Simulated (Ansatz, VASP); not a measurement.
**One calculation of Al, two programs**

Contents of INCAR:

```
SYSTEM = Al
PREC = Accurate
ENCUT = 520
EDIFF = 1E-6
ISMEAR = -1
SIGMA = 0.1
LREAL = .False.
LASPH = .True.
NELM = 60
ALGO = Normal
ISIF = 2
LWAVE = .False.
LCHARG = .True.
GGA = PE
LELF = .True.
LVHAR = .True.
NBANDS = 8
```

The input KPOINTS:

```
regular mesh
0
Gamma
  18 18 18
  0 0 0
```

POSCAR

```
Al
1.0
   -1.5503695974      1.5503695974      1.5503695974
    1.5503695974     -1.5503695974      1.5503695974
    1.5503695974      1.5503695974     -1.5503695974
Al
1
Direct
    0.0000000000      0.0000000000      0.0000000000
```

Input for Ansatz:

```yaml
crystal:
  lattice:
    - [-1.5503695974, 1.5503695974, 1.5503695974]
    - [1.5503695974, -1.5503695974, 1.5503695974]
    - [1.5503695974, 1.5503695974, -1.5503695974]
  atoms:
    - { symbol: Al, position: [0.0, 0.0, 0.0] }
kpoints:
  mp_grid: { grid: [18, 18, 18] }
scf:
  occupations: { method: fermi_dirac, width: 0.1 }
hamiltonian:
  xc: pbe
  pseudopotentials: { kind: all_electron, lapw: { basis_error: 0.001 } }
output:
  forces: true
  stress: true
  eigenvalues: true
  populations: true
```

Change from the starting cell: volume scaled by 0.88, LAPW.

Alike in both runs: task single point; functional PBE; k mesh 18 × 18 × 18; occupations fermi-dirac, width 0.1 eV; no spin polarisation.

```csv
,VASP,Ansatz
version,VASP 6.6.1,Ansatz 0.2.0
potentials or method,"VASP PAW PBE potentials, release 64 (Al)","all-electron LAPW, scalar-relativistic"
plane-wave cutoff (eV),520,see its input
```

VASP gave:

```
pressure (GPa) : 11.5
```

Estimate Ansatz's values.

pressure (GPa): 11.6.

Ansatz ran all-electron here, so the differences hold the error of VASP's frozen core and of both bases.
